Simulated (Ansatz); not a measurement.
AlSb (zinc blende, space group No. 216), a = 6.1773 Å, b = 6.1773 Å, c = 6.1773 Å, α = 90.00°, β = 90.00°, γ = 90.00°; the cell used has 2 atoms.

Relaxed with r²SCAN.

Problem. Which orbitals make up the states near the band edges in r²SCAN in the plane-wave PAW code Ansatz?

Solution. Top 1 eV of the valence band: Sb 5p 73 %, Al 3p 24 %. Bottom 1 eV of the conduction band: Al 3p 36 %, Al 3s 22 %, Sb 5p 19 %, Sb 5s 13 %, outside the projected shells 10 %. Projections are on Löwdin-orthogonalised atomic valence shells; empty p or d shells of many metals are not among them.

Problem. Tabulate the density of states.

Solution. States/eV per cell of 2 atoms, in 0.25 eV bins, energy from the valence-band maximum.

```tsv
E (eV)	total	Sb 5p	Al 3p	Al 3s
-7.85	0.00	0.00	0.00	0.00
-7.60	0.00	0.00	0.00	0.00
-7.35	0.00	0.00	0.00	0.00
-7.10	0.00	0.00	0.00	0.00
-6.85	0.00	0.00	0.00	0.00
-6.60	0.00	0.00	0.00	0.00
-6.35	0.00	0.00	0.00	0.00
-6.10	0.00	0.00	0.00	0.00
-5.85	0.00	0.00	0.00	0.00
-5.60	0.13	0.07	0.00	0.06
-5.35	2.52	1.26	0.18	1.00
-5.10	1.55	0.77	0.15	0.55
-4.85	0.86	0.43	0.09	0.27
-4.60	0.59	0.29	0.07	0.17
-4.35	0.47	0.23	0.05	0.13
-4.10	0.36	0.18	0.04	0.09
-3.85	0.30	0.15	0.03	0.07
-3.60	0.25	0.13	0.03	0.06
-3.35	0.47	0.26	0.13	0.05
-3.10	1.47	0.85	0.51	0.06
-2.85	1.27	0.74	0.42	0.07
-2.60	1.22	0.71	0.41	0.06
-2.35	1.61	0.95	0.56	0.06
-2.10	1.90	1.16	0.65	0.05
-1.85	1.80	1.12	0.59	0.05
-1.60	1.71	1.10	0.54	0.04
-1.35	1.65	1.10	0.50	0.03
-1.10	1.60	1.11	0.45	0.02
-0.85	1.10	0.78	0.28	0.01
-0.60	0.66	0.49	0.15	0.01
-0.35	0.41	0.31	0.08	0.00
-0.10	0.12	0.10	0.02	0.00
0.15	0.00	0.00	0.00	0.00
0.40	0.00	0.00	0.00	0.00
0.65	0.00	0.00	0.00	0.00
0.90	0.00	0.00	0.00	0.00
1.15	0.00	0.00	0.00	0.00
1.40	0.00	0.00	0.00	0.00
1.65	0.17	0.02	0.08	0.02
1.90	0.52	0.08	0.21	0.10
2.15	0.97	0.18	0.35	0.22
2.40	1.52	0.31	0.51	0.36
2.65	2.34	0.53	0.75	0.58
2.90	1.75	0.44	0.55	0.40
3.15	1.06	0.29	0.31	0.21
3.40	0.93	0.21	0.35	0.13
3.65	1.23	0.22	0.55	0.15
3.90	2.00	0.38	1.05	0.13
4.15	2.14	0.43	1.10	0.13
4.40	1.48	0.32	0.72	0.09
4.65	1.36	0.31	0.64	0.08
4.90	1.62	0.35	0.74	0.07
5.15	1.62	0.35	0.64	0.10
5.40	1.40	0.31	0.55	0.09
5.65	1.36	0.31	0.53	0.08
5.90	1.21	0.28	0.46	0.08
6.15	0.90	0.19	0.34	0.04
6.40	1.24	0.23	0.42	0.06
```

Space group F-43m (zinc blende). The r²SCAN relaxation kept the symmetry of its start; of distortions, only those at the zone centre were tested. Scalar-relativistic: spin–orbit coupling is off unless named, which matters more the heavier the elements.

Potentials: the later of the program's two PAW sets.
